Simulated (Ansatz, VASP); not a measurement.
## Al2O3: VASP beside Ansatz

File INCAR:

```
SYSTEM = Al2O3
ALGO = Normal
EDIFF = 1E-7
ENCUT = 520
GGA = PE
ISIF = 2
ISMEAR = 0
LASPH = .True.
LCHARG = .False.
LREAL = .False.
LWAVE = .False.
NBANDS = 35
NELM = 80
PREC = Accurate
SIGMA = 0.05
```

KPOINTS

```
k-points
0
Gamma
  6 6 6
  0 0 0
```

POSCAR

```
Al2O3
1.0
    2.3781131152      1.3730042472      3.9931690022
   -2.3781131152      1.3730042472      3.9931690022
    0.0000000000     -2.7460084944      3.9931690022
Al O
4 6
Direct
    0.8521293568      0.8521293568      0.8521293568
    0.6478706432      0.6478706432      0.6478706432
    0.1478706432      0.1478706432      0.1478706432
    0.3521293568      0.3521293568      0.3521293568
    0.0561574040      0.4438425960      0.7500000000
    0.7500000000      0.0561574040      0.4438425960
    0.4438425960      0.7500000000      0.0561574040
    0.9438425960      0.5561574040      0.2500000000
    0.2500000000      0.9438425960      0.5561574040
    0.5561574040      0.2500000000      0.9438425960
```

Input for Ansatz:

```yaml
crystal:
  lattice:
    - [2.3781131152, 1.3730042472, 3.9931690022]
    - [-2.3781131152, 1.3730042472, 3.9931690022]
    - [0.0, -2.7460084944, 3.9931690022]
  atoms:
    - { symbol: Al, position: [0.8521293568, 0.8521293568, 0.8521293568] }
    - { symbol: Al, position: [0.6478706432, 0.6478706432, 0.6478706432] }
    - { symbol: Al, position: [0.1478706432, 0.1478706432, 0.1478706432] }
    - { symbol: Al, position: [0.3521293568, 0.3521293568, 0.3521293568] }
    - { symbol: O, position: [0.056157404, 0.443842596, 0.75] }
    - { symbol: O, position: [0.75, 0.056157404, 0.443842596] }
    - { symbol: O, position: [0.443842596, 0.75, 0.056157404] }
    - { symbol: O, position: [0.943842596, 0.556157404, 0.25] }
    - { symbol: O, position: [0.25, 0.943842596, 0.556157404] }
    - { symbol: O, position: [0.556157404, 0.25, 0.943842596] }
basis:
  ecutwfc: 520.0
kpoints:
  mp_grid: { grid: [6, 6, 6] }
hamiltonian:
  xc: pbe
  pseudopotentials: { kind: paw, azcp: { folder: soft_1 } }
scf:
  occupations: { method: gaussian, width: 0.05 }
output:
  forces: true
  stress: true
  eigenvalues: true
```

Alike in both runs: task single point; functional PBE; k mesh 6 × 6 × 6; occupations gaussian, width 0.05 eV; no spin polarisation.

```csv
,VASP,Ansatz
version,VASP 6.6.1,Ansatz 0.2.0
potentials or method,"VASP PAW PBE potentials, release 64 (Al, O)","scalar-relativistic, plane waves, PAW"
plane-wave cutoff (eV),520,520
valence electrons in the cell,48,48
```

Ansatz gave:

```
gap on the k mesh at the Fermi level (eV) : 6.46
least direct gap on the mesh (eV)         : 6.46
rms of the force components (eV/Å)        : 0.319
```

Q: Which values does VASP return?

A: gap on the k mesh at the Fermi level (eV): 6.46; least direct gap on the mesh (eV): 6.46; rms of the force components (eV/Å): 0.326.

Atom by atom the forces differ by 0.008 eV/Å (rms over components).

 A k mesh can miss the band edges.
